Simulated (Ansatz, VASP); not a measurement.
## CdTe: VASP beside Ansatz

Contents of INCAR:

```
SYSTEM = CdTe
PREC = Accurate
ENCUT = 520
EDIFF = 1E-7
ISMEAR = 0
SIGMA = 0.02
LREAL = .FALSE.
LASPH = .TRUE.
NELM = 80
ALGO = Normal
ISIF = 2
LWAVE = .FALSE.
LCHARG = .FALSE.
GGA = CA
NBANDS = 16
```

KPOINTS

```
Automatic mesh
0
G
  10 10 10
  0 0 0
```

Contents of POSCAR:

```
CdTe
1.0
    0.0000000000      3.3086866296      3.3086866296
    3.3086866296      0.0000000000      3.3086866296
    3.3086866296      3.3086866296      0.0000000000
Cd Te
1 1
Direct
    0.0000000000      0.0000000000      0.0000000000
    0.2500000000      0.2500000000      0.2500000000
```

Input for Ansatz:

```yaml
crystal:
  lattice:
    - [0.0, 3.3086866296, 3.3086866296]
    - [3.3086866296, 0.0, 3.3086866296]
    - [3.3086866296, 3.3086866296, 0.0]
  atoms:
    - { symbol: Cd, position: [0.0, 0.0, 0.0] }
    - { symbol: Te, position: [0.25, 0.25, 0.25] }
basis:
  ecutwfc: 420
kpoints:
  mp_grid: { grid: [10, 10, 10] }
  band_path:
    path:
      - [0.0, 0.0, 0.0]
      - [-0.5, -0.5, 0.0]
      - [-0.375, -0.375, 0.25]
      - [-0.375, 0.0, 0.375]
      - [0.0, 0.0, 0.5]
      - [-0.5, -0.25, 0.25]
    npoints: 1
hamiltonian:
  xc: lda
scf:
  occupations: { method: gaussian, width: 0.02 }
  n_extra_bands: 4
output:
  forces: true
  stress: true
  eigenvalues: true
```

Alike in both runs: task single point; functional LDA; k mesh 10 × 10 × 10; occupations gaussian, width 0.02 eV; no spin polarisation.

|  | VASP | Ansatz |
| --- | --- | --- |
| version | VASP 6.6.1 | Ansatz 0.2.0 |
| potentials or method | VASP PAW LDA potentials, release 64 (Cd, Te) | scalar-relativistic, plane waves, PAW |
| plane-wave cutoff (eV) | 520 | 420 |
| valence electrons in the cell | 18 | 36 |

|  | VASP | Ansatz | Ansatz less VASP |
| --- | --- | --- | --- |
| gap on the k mesh at the Fermi level (eV) | 0.37 | 0.33 | -0.037 |
| least direct gap on the mesh (eV) | 0.37 | 0.33 | -0.037 |
| pressure (GPa) | -3.4 | -3.5 | -0.17 |

The two sets of potentials don't hold the same shells in valence.

Caveats: spin-orbit coupling is left out, which moves the levels of the heavy elements.
